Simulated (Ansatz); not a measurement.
**Na: one input, then a changed one**

Structure from Materials Project entry mp-127 (possibly hypothetical), not relaxed further.

First run: DFT, PBEsol, all-electron LAPW, scalar-relativistic (Ansatz 0.2.0).

Command: `ansatz run input.yaml --threads 1 --pin off --max-ram 2048MiB --backend cpu --events-out ev --progress --plain --runs-dir out` The run took 2.3 s on 1 thread of Intel(R) Xeon(R) Platinum 8488C (Sapphire Rapids), with other jobs on the host.

```yaml
crystal:
  lattice:
    - [-2.1040267987, 2.1040267987, 2.1040267987]
    - [2.1040267987, -2.1040267987, 2.1040267987]
    - [2.1040267987, 2.1040267987, -2.1040267987]
  atoms:
    - { symbol: Na, position: [0.0, 0.0, 0.0] }
kpoints:
  mp_grid: { grid: [12, 12, 12] }
scf:
  occupations: { method: fermi_dirac, width: 0.05 }
hamiltonian:
  xc: pbesol
  pseudopotentials:
    kind: all_electron
    lapw: { basis_error: 0.00025, muffin_tin_radii: { Na: 1.531 } }
output:
  forces: true
  stress: true
  eigenvalues: true
```

Result: converged; pressure -0.19 GPa; 6 SCF iterations.

The input is then changed:

```diff
@@ -10,6 +10,7 @@
 scf:
   occupations: { method: fermi_dirac, width: 0.05 }
+  mixing: { algorithm: msr1, beta: 0.5, ndim: 2 }
 hamiltonian:
-  xc: pbesol
+  xc: rpbe
   pseudopotentials:
     kind: all_electron
```

(1) Predict the outcome of the changed run.

## Answers

(1) It converged; pressure 0.47 GPa; 11 SCF iterations.
